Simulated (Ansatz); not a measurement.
Input for Ansatz (plane-wave DFT, PAW):

```yaml
crystal:
  lattice:
    - [4.4209904673, 0.0, 0.0]
    - [-2.2104952336, 3.8286900545, 0.0]
    - [0.0, 0.0, 2.6932694771]
  atoms:
    - { symbol: Ti, position: [0.0, 0.0, 0.0] }
    - { symbol: Ti, position: [0.33333333, 0.66666667, 0.5] }
    - { symbol: Ti, position: [0.66666667, 0.33333333, 0.5] }
basis:
  ecutwfc: 420
kpoints:
  mp_grid: { grid: [12, 12, 14] }
hamiltonian:
  xc: pbe
scf:
  occupations: { method: gaussian, width: 0.1 }
output:
  forces: true
  stress: true
  eigenvalues: true
  populations: true
```

Run as
```bash
ansatz run input.yaml --threads 1 --pin off --max-ram 1331MiB --backend cpu --events-out ev --progress --plain --runs-dir out
```

Computed with DFT PBE, scalar-relativistic, plane waves, PAW in Ansatz 0.2.0.

From the run's log, abridged:

```
Pseudopotentials: kind: paw
Pseudopotential: Ti, paw, valence charge 12, recommended cutoff 420 eV (normal)
Functional definition: PBE
Crystal: 3 atoms, lattice volume = 45.588 Å³
Basis set: ecut = 420 eV, 903 PW (Γ), exchange–correlation on 60×60×40 points (8 copies of the dense FFT grid, shifted against one another)
Bands: 22, of which v1, the nominal top of the filled ones, is band 18 counted from 1 (17 counted from 0)
Symmetry: 24 space group operations
Space group: P6/mmm (ITA 191), of the structure as read, at distance tolerance 3.6e-5 Å
k-points: 152 of 2016
Initial density: superposition of atomic densities (neutral atoms: chi_scale 0, normalization atom), corrected by the library's trained network
Initial wavefunctions: pseudopotential atomic-orbital guess
Functional: x = pbe(κ = 0.804, μ = 0.21951497), c = pbe(β = 0.06672455)
SCF iter   1: F=—  HF=-7498.747237 eV  |F-HF|=—  |Δ(HF+E_count)|=         —  Δρ=9.35e-3  dr2=3.73e-2  ethr=1.77e-3  ⟨swp⟩=4.1  Hψ=11456  notcnv=0
SCF iter   2: F=—  HF=-7498.739174 eV  |F-HF|=—  |Δ(HF+E_count)|=   8.06e-3  Δρ=5.04e-3  dr2=1.25e-2  ethr=1.04e-4  ⟨swp⟩=1.0  Hψ=4560  notcnv=0
SCF iter   3: F=—  HF=-7498.735960 eV  |F-HF|=—  |Δ(HF+E_count)|=   3.21e-3  Δρ=4.30e-4  dr2=6.63e-5  ethr=3.46e-5  ⟨swp⟩=2.0  Hψ=4397  notcnv=0
SCF iter   4: F=—  HF=-7498.735966 eV  |F-HF|=—  |Δ(HF+E_count)|=   6.88e-6  Δρ=1.36e-4  dr2=1.68e-5  ethr=1.84e-7  ⟨swp⟩=2.2  Hψ=6005  notcnv=0
SCF iter   5: F=—  HF=-7498.735964 eV  |F-HF|=—  |Δ(HF+E_count)|=   2.01e-6  Δρ=2.67e-5  dr2=1.09e-7  ethr=4.67e-8  ⟨swp⟩=2.0  Hψ=4088  notcnv=0
SCF iter   6: F=-7498.735965 eV  HF=-7498.735965 eV  |F-HF|=2.99e-9  |Δ(HF+E_count)|=   1.84e-7  Δρ=2.96e-6  dr2=3.87e-9  ethr=2.78e-10  ⟨swp⟩=4.9  Hψ=12203  notcnv=0
SCF 1 converged in 6 iterations: F = -7498.735965 eV  dr2 = 3.87e-9
SCF converged after 6 iterations
Free energy (F): -7498.735965 eV
Harris-Foulkes:  -7498.735965 eV  (|F-HF|=2.99e-9)
Internal energy: -7498.722135 eV  (E = F + TS)
E sigma→0 (E₀):  -7498.729050 eV
Entropy (-TS):   -0.013830 eV (-4.610 meV/atom)
Fermi energy:    15.468305 eV
--- Per-component energies (eV) ---
  E_band       = -389.461841
  E_kinetic    = 828.432604
  E_local      = -2225.130459  (includes V_loc(G=0)·N_el)
  E_nonlocal   = 25.504537
  E_hartree    = 934.128033
  E_xc         = -295.922444
  E_vxc        = -370.607483  (∫ρ·V_xc dr)
  E_paw        = -3144.768636  (= ΣΔE_a)
  E_vpaw       = -515.914155  (= ΣTr[D̂ρ^β])
  E_aug_tail   = 0.000373  (compensation charges beyond the density's cutoff)
  E_ewald      = -3620.966142
  E_smearing   = -0.013830  (= −TS)
--- Forces (eV/Å), atoms counted from 1 ---
  atom   1  Ti     0.00000000     0.00000000     0.00000000
  atom   2  Ti     0.00000000     0.00000000     0.00000000
  atom   3  Ti     0.00000000     0.00000000     0.00000000
--- Stress (GPa, compression-positive) ---
       15.366057       0.000000       0.000000
        0.000000      15.366057       0.000000
        0.000000       0.000000      19.951922
  P = ⅓ Tr σ = 16.8947 GPa (168.947 kbar)
--- Band table (eV; the first three rows and the last of 152) ---
  k-point 0: bands = ["-41.1250", "-40.8701", "-40.6514", "-17.4998", "-17.4998", "-17.4776", "-17.4776", "-16.9699", "-16.7327", "-16.6478", "-16.6478", "-16.6410", "9.1907", "13.2168", "14.7331", "14.7331", "14.8156", "14.8156", "15.4042", "16.1365", "16.9092", "16.9092"]
  k-point 1: bands = ["-41.1185", "-40.8669", "-40.6468", "-17.4916", "-17.4916", "-17.4725", "-17.4725", "-17.0038", "-16.7731", "-16.6747", "-16.6486", "-16.6486", "9.3235", "13.3336", "14.6335", "14.6335", "14.7487", "14.7487", "15.5860", "16.2582", "16.8750", "16.8750"]
  k-point 2: bands = ["-41.0999", "-40.8581", "-40.6339", "-17.4681", "-17.4681", "-17.4581", "-17.4581", "-17.0976", "-16.8860", "-16.7684", "-16.6513", "-16.6513", "9.7090", "13.6509", "14.3605", "14.3605", "14.5645", "14.5645", "16.1154", "16.6202", "16.8294", "16.8294"]
  k-point 151: bands = ["-40.9838", "-40.6861", "-40.6861", "-17.8010", "-17.5678", "-17.5678", "-17.2605", "-17.1776", "-17.1776", "-17.0290", "-17.0290", "-16.5717", "12.4297", "13.9141", "13.9141", "14.2366", "14.2366", "14.4767", "16.2198", "16.2198", "16.3903", "16.3903"]
--- Löwdin populations: 3 sites ---
  site symbol q [e]
     0     Ti     11.7483
     1     Ti     11.9516
     2     Ti     11.9516
  spilling = 0.009684 (of n_electrons = 36.000000)
```

Self-consistency was reached.